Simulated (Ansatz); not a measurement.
# In3Ga2P5: the cost of one run

Method: DFT PBE, scalar-relativistic, plane waves, PAW, in Ansatz 0.2.0.

## Step 1: The structure to begin with

Symmetry: R-3m, No. 166, trigonal system. The conventional cell has a = 3.925 Å, b = 3.925 Å, c = 48.072 Å, α = 90.00°, β = 90.00°, γ = 120.00°. In (site symmetry 3m) has 6 P at 2.78 Å in its first shell of neighbours. In (site symmetry -3m) has 6 P at 2.78 Å in its first shell of neighbours. Around Ga (site symmetry 3m) lie 6 P at 2.78 Å. Around P (site symmetry 3m) lie 6 In at 2.78 Å. P (site symmetry 3m) is surrounded by 3 Ga at 2.78 Å and 3 In at 2.78 Å. P (site symmetry -3m) has 6 Ga at 2.78 Å in its first shell of neighbours.

Coordinates:

```cif
data_structure
_symmetry_space_group_name_H-M 'P 1'
_symmetry_Int_Tables_number 1
_cell_length_a 16.1833
_cell_length_b 16.1833
_cell_length_c 16.1833
_cell_angle_alpha 13.931
_cell_angle_beta 13.931
_cell_angle_gamma 13.931
_cell_volume 213.79
loop_
_atom_site_label
_atom_site_type_symbol
_atom_site_fract_x
_atom_site_fract_y
_atom_site_fract_z
_atom_site_occupancy
In1 In 0.40000 0.40000 0.40000 1
In2 In 0.00000 0.00000 0.00000 1
In3 In 0.60000 0.60000 0.60000 1
Ga1 Ga 0.20000 0.20000 0.20000 1
Ga2 Ga 0.80000 0.80000 0.80000 1
P1 P 0.70000 0.70000 0.70000 1
P2 P 0.30000 0.30000 0.30000 1
P3 P 0.90000 0.90000 0.90000 1
P4 P 0.50000 0.50000 0.50000 1
P5 P 0.10000 0.10000 0.10000 1
```

The start is an ordering of an alloy on its end members' structure types: elements ordered on the sites of the InP type, Ga/In on In (R-3m, No. 166).

## Step 2: A first look at the guess

input.yaml

```yaml
crystal:
  lattice:
    - [1.96251423, 1.13305812, 16.02386158]
    - [-1.96251423, 1.13305812, 16.02386158]
    - [0.0, -2.26611624, 16.02386158]
  atoms:
    - { symbol: In, position: [0.4, 0.4, 0.4] }
    - { symbol: In, position: [0.0, 0.0, 0.0] }
    - { symbol: In, position: [0.6, 0.6, 0.6] }
    - { symbol: Ga, position: [0.2, 0.2, 0.2] }
    - { symbol: Ga, position: [0.8, 0.8, 0.8] }
    - { symbol: P, position: [0.7, 0.7, 0.7] }
    - { symbol: P, position: [0.3, 0.3, 0.3] }
    - { symbol: P, position: [0.9, 0.9, 0.9] }
    - { symbol: P, position: [0.5, 0.5, 0.5] }
    - { symbol: P, position: [0.1, 0.1, 0.1] }
basis:
  ecutwfc: 420
kpoints:
  mp_grid: { grid: [6, 6, 6] }
hamiltonian:
  xc: pbe
scf:
  occupations: { method: gaussian, width: 0.1 }
  lower_state_search: "off"
output:
  forces: true
  stress: true
  eigenvalues: true
```

On the command line:

```console
ansatz run input.yaml --threads 4 --pin off --max-ram 8192MiB --backend cpu --events-out ev --progress --plain --runs-dir out
```

**Question.** How long does this run take on 4 threads of Intel Xeon at 2.50GHz (Skylake/Cascade Lake), shared host, and how much memory does it need?

About 15 s, with a peak of 0.82 GiB.
